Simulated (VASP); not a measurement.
# Te2Pt in VASP: a series of runs, part 3 of 3

VASP 6.6.1.

### 6 Relaxation of cell and atoms, PBE+D3(BJ)

File INCAR:

```
SYSTEM = Te2Pt
ALGO = Normal ; EDIFF = 1E-7
EDIFFG = -0.005 ; ENCUT = 600
GGA = PE ; IBRION = 2
ISIF = 3 ; ISMEAR = 0
IVDW = 12 ; KPAR = 2
LASPH = .True. ; LATTICE_CONSTRAINTS = .TRUE. .TRUE. .FALSE.
LCHARG = .False. ; LREAL = .False.
LWAVE = .False. ; NELM = 80
NSW = 90 ; PREC = Accurate
SIGMA = 0.03
```

File KPOINTS:

```
k-points
0
Gamma
  9 9 1
  0 0 0
```

File POSCAR:

```
Te2Pt                                   
1.0
    3.9709726331      0.0000000000      0.0000000000
   -1.9854863166      3.4389631788      0.0000000000
    0.0000000000      0.0000000000     20.6005000000
  Te              Pt            
     2     1
Direct
     0.6666666699999979    0.3333333300000021    0.4316785320419982
     0.3333333300000021    0.6666666699999979    0.5683214679580019
     0.0000000000000000    0.0000000000000000    0.5000000000000000
```

Potentials or basis: VASP PAW PBE potentials, release 64 (Te, Pt).

On the command line:

```bash
$ cat potpaw_PBE.64/Te/POTCAR potpaw_PBE.64/Pt/POTCAR > POTCAR
$ mpirun -np 2 vasp_std > vasp.out
```

OUTCAR:

```text
SYSTEM = Te2Pt
   EDIFF = 1E-7
   EDIFFG = -0.005
   ENCUT = 600
   GGA = PE
   IBRION = 2
   ISIF = 3
   ISMEAR = 0
   IVDW = 12
   LASPH = .True.
   LREAL = .False.
   NELM = 80
   NSW = 90
   PREC = Accurate
 IVDW          = 12

 ion  position               nearest neighbor table
   1  0.667  0.333  0.432-   3 2.69   3 2.69   3 2.69   2 3.63   2 3.63   2 3.63
   2  0.333  0.667  0.568-   3 2.69   3 2.69   3 2.69   1 3.63   1 3.63   1 3.63
   3  0.000  0.000  0.500-   1 2.69   2 2.69   1 2.69   2 2.69   1 2.69   2 2.69

  LATTYP: Found a hexagonal cell.
 ALAT       =     3.9709726331
 C/A-ratio  =     5.1877718391

  Lattice vectors:

 A1 = (   3.9709726331,   0.0000000000,   0.0000000000)
 A2 = (  -1.9854863166,   3.4389631788,   0.0000000000)
 A3 = (   0.0000000000,   0.0000000000,  20.6005000000)

Analysis of symmetry for initial positions (statically):
=====================================================================
 Subroutine PRICEL returns:
 Original cell was already a primitive cell.

 Routine SETGRP: Setting up the symmetry group for a
 hexagonal supercell.

 Subroutine GETGRP returns: Found 12 space group operations
 (whereof 12 operations were pure point group operations)
 out of a pool of 24 trial point group operations.

The static configuration has the point symmetry D_3d.

Analysis of symmetry for dynamics (positions and initial velocities):
=====================================================================
 Subroutine PRICEL returns:
 Original cell was already a primitive cell.

 Routine SETGRP: Setting up the symmetry group for a
 hexagonal supercell.

 Subroutine GETGRP returns: Found 12 space group operations
 (whereof 12 operations were pure point group operations)
 out of a pool of 24 trial point group operations.

The dynamic configuration has the point symmetry D_3d.

 Subroutine INISYM returns: Found 12 space group operations
 (whereof 12 operations are pure point group operations),
 and found     1 'primitive' translations

----------------------------------------------------------------------------------------

                                     Primitive cell

  volume of cell :     281.3210

  direct lattice vectors                    reciprocal lattice vectors
     3.970972633  0.000000000  0.000000000     0.251827472  0.145392659  0.000000000
    -1.985486317  3.438963179  0.000000000     0.000000000  0.290785318  0.000000000
     0.000000000  0.000000000 20.600500000     0.000000000  0.000000000  0.048542511

  length of vectors
     3.970972633  3.970972634 20.600500000     0.290785318  0.290785318  0.048542511

  position of ions in fractional coordinates (direct lattice)
     0.666666670  0.333333330  0.431678532
     0.333333330  0.666666670  0.568321468
     0.000000000  0.000000000  0.500000000

  ion indices of the primitive-cell ions
   primitive index   ion index
                 1           1
                 2           2
                 3           3

----------------------------------------------------------------------------------------

 KPOINTS: k-points

Automatic generation of k-mesh.
 Grid dimensions read from file:
 generate k-points for:    9    9    1

 Generating k-lattice:

  Cartesian coordinates                     Fractional coordinates (reciprocal lattice)
     0.027980830  0.016154740  0.000000000     0.111111111  0.000000000  0.000000000
     0.000000000  0.032309480  0.000000000     0.000000000  0.111111111  0.000000000
[... 36 lines left out ...]
   PREC   = accura    normal or accurate (medium, high low for compatibility)
   ISTART =      0    job   : 0-new  1-cont  2-samecut
   ICHARG =      2    charge: 1-file 2-atom 10-const
   ISPIN  =      1    spin polarized calculation?
   LNONCOLLINEAR =      F non collinear calculations
   LSORBIT =      F    spin-orbit coupling
   LASPH  =      T    aspherical Exc in radial PAW
   ENCUT  =  600.0 eV  44.10 Ry    6.64 a.u.   7.93  7.93 41.14*2*pi/ulx,y,z
   NELM   =     80;   NELMIN=  2; NELMDL= -5     # of ELM steps
   EDIFF  = 0.1E-06   stopping-criterion for ELM
   LREAL  =      F    real-space projection
   EDIFFG = -.5E-02   stopping-criterion for IOM
   NSW    =     90    number of steps for IOM
   IBRION =      2    ionic relax: 0-MD 1-quasi-New 2-CG
   NFREE  =      1    steps in history (QN), initial steepest desc. (CG)
   ISIF   =      3    stress and relaxation
   ISYM   =      2    0-nonsym 1-usesym 2-fastsym
   POTIM  = 0.5000    time-step for ionic-motion
   TEBEG  =    0.0;   TEEND  =   0.0 temperature during run
   PSTRESS=    0.0 pullay stress
   NELECT =      22.0000    total number of electrons
   NUPDOWN=      -1.0000    fix difference up-down
   EMIN   =  10.00;   EMAX   =-10.00  energy-range for DOS
   EFERMI =   0.00;   METHOD = LEGACY
   ISMEAR =     0;   SIGMA  =   0.03  broadening in eV -4-tet -1-fermi 0-gaus
   EFERMI_NEDOS =   21; number of points for ismear=-14 and -15
   IALGO  =     38    algorithm
   IMIX   =      4    mixing-type and parameters
     AMIX     =   0.40;   BMIX     =  1.00
     AMIX_MAG =   1.60;   BMIX_MAG =  1.00
  volume/ion in A,a.u.               =      93.77       632.82
  Fermi-wavevector in a.u.,A,eV,Ry     =   0.700081  1.322961  6.668399  0.490113
  Thomas-Fermi vector in A             =   1.784136
   LORBIT       =      0    0 simple, 1 ext, 2 COOP (PROOUT), +10 PAW based schemes
   GGA     = PE    functional components
   LHFCALC =     F    Hartree Fock is set to
   AEXX    =    0.0000 exact exchange contribution
   IVDW    =    12    specifies the selected vdW correction
   LEPSILON=     F    determine dielectric tensor
   LRPA    =     F    only Hartree local field effects (RPA)
 conjugate gradient relaxation of ions
 non-spin polarized calculation
 Gauss-broadening in eV      SIGMA  =   0.03
  energy-cutoff  :      600.00
  volume of cell :      281.32
 maximum number of plane-waves:      9456
 NGX is ok and might be reduce to    32
   NGX = 15   NGY = 15   NGZ = 83

 number of electron      21.9999999 magnetization

 Free energy of the ion-electron system (eV)
  ---------------------------------------------------
  ext. energy  EPLUGINS =         0.00000000
  ---------------------------------------------------
  free energy    TOTEN  =       -13.47564925 eV

  energy without entropy =      -13.47564925  energy(sigma->0) =      -13.47564925

 E-fermi :  -1.1189     XC(G=0):  -3.4396

 val. band max:       -1.2862995421   @ k =   0.0000   0.0000   0.0000
 cond. band min:      -0.6159258367   @ k =   0.2222   0.2222   0.0000
 fundamental gap:      0.6703737054
 Fermi energy:        -1.1189365154

 k-point     1 :       0.0000    0.0000    0.0000
  band No.  band energies     occupation
      1     -14.2629      2.00000
      2     -12.2999      2.00000
      3      -6.5358      2.00000
      4      -6.4462      2.00000
      5      -6.4462      2.00000
      6      -4.7275      2.00000
      7      -4.7275      2.00000
      8      -3.3316      2.00000
      9      -2.0945      2.00000
     10      -1.2863      2.00000
     11      -1.2863      2.00000
     12       1.0661      0.00000
     13       1.0661      0.00000
     14       2.4561      0.00000
[... 185 lines left out ...]
      2     -12.3431      2.00000
      3      -6.9924      2.00000
      4      -6.3822      2.00000
      5      -6.3822      2.00000
      6      -5.0631      2.00000
      7      -5.0631      2.00000
      8      -4.4833      2.00000
      9      -3.9298      2.00000
     10      -3.0190      2.00000
     11      -3.0190      2.00000
     12      -0.3043      0.00000
     13      -0.3043      0.00000
     14       3.0085      0.00000
     15       5.1742      0.00000

------------------------ aborting loop because EDIFF is reached ----------------------------------------

 Edisp (eV)   -1.03947

 E8    (eV) :    -0.5071

  FORCE on cell =-STRESS in cart. coord.  units (eV):
  Direction    XX          YY          ZZ          XY          YZ          ZX
  --------------------------------------------------------------------------------------
  -------------------------------------------------------------------------------------
  Total      -0.00071    -0.00071    -0.00826     0.00000     0.00000     0.00000
  in kB      -0.00406    -0.00406    -0.04707     0.00000     0.00000     0.00000
  external pressure =       -0.02 kB  Pullay stress =        0.00 kB

 VOLUME and BASIS-vectors are now :
 -----------------------------------------------------------------------------
  energy-cutoff  :      600.00
  volume of cell :      281.32
      direct lattice vectors                 reciprocal lattice vectors
     3.970972633  0.000000000  0.000000000     0.251827472  0.145392659  0.000000000
    -1.985486317  3.438963179  0.000000000     0.000000000  0.290785318  0.000000000
     0.000000000  0.000000000 20.600500000     0.000000000  0.000000000  0.048542511

 POSITION                                       TOTAL-FORCE (eV/Angst)
 -----------------------------------------------------------------------------------
      1.98549      1.14632      8.89279         0.000000      0.000000     -0.001714
     -0.00000      2.29264     11.70771        -0.000000     -0.000000      0.001714
      0.00000      0.00000     10.30025         0.000000      0.000000      0.000000
 -----------------------------------------------------------------------------------
    total drift:                                0.000000      0.000000      0.000000

  FREE ENERGIE OF THE ION-ELECTRON SYSTEM (eV)
  ---------------------------------------------------
  free  energy   TOTEN  =       -14.5151165192 eV

  energy  without entropy=      -14.5151165192  energy(sigma->0) =      -14.51511652

 reached required accuracy - stopping structural energy minimisation
```

Run time: 44 s. Hardware: 2 MPI ranks of Intel Xeon 6975P-C (Granite Rapids), shared host; peak memory 0.47 GiB.

Results:

| Item | Value |
| --- | --- |
| Free energy | -14.5151 eV |
| Band gap on the k mesh | 0.67 eV, indirect (least direct gap 1.16 eV) |
| Dispersion energy per atom | -0.346 eV |

Final structure:
```xyz
3
Lattice="3.9710 0.0000 0.0000 -1.9855 3.4390 0.0000 0.0000 0.0000 20.6005" Properties=species:S:1:pos:R:3 pbc="T T T"
Te    1.9855    1.1463    8.8928
Te    0.0000    2.2926   11.7077
Pt    0.0000    0.0000   10.3003
```

Levels at points of the mesh, in eV from the valence-band top:
| k point | band 9 | band 10 | band 11 | band 12 | band 13 | band 14 |
| --- | --- | --- | --- | --- | --- | --- |
| (0.00, 0.00, 0.00) | -0.81 | 0.00 | 0.00 | 2.35 | 2.35 | 3.74 |

Caveat: the relaxation stopped at its first step, so nothing moved; spin-orbit coupling is left out, which moves the levels of the heavy elements. PBE gaps usually lie below the measured ones, often by a third to a half.
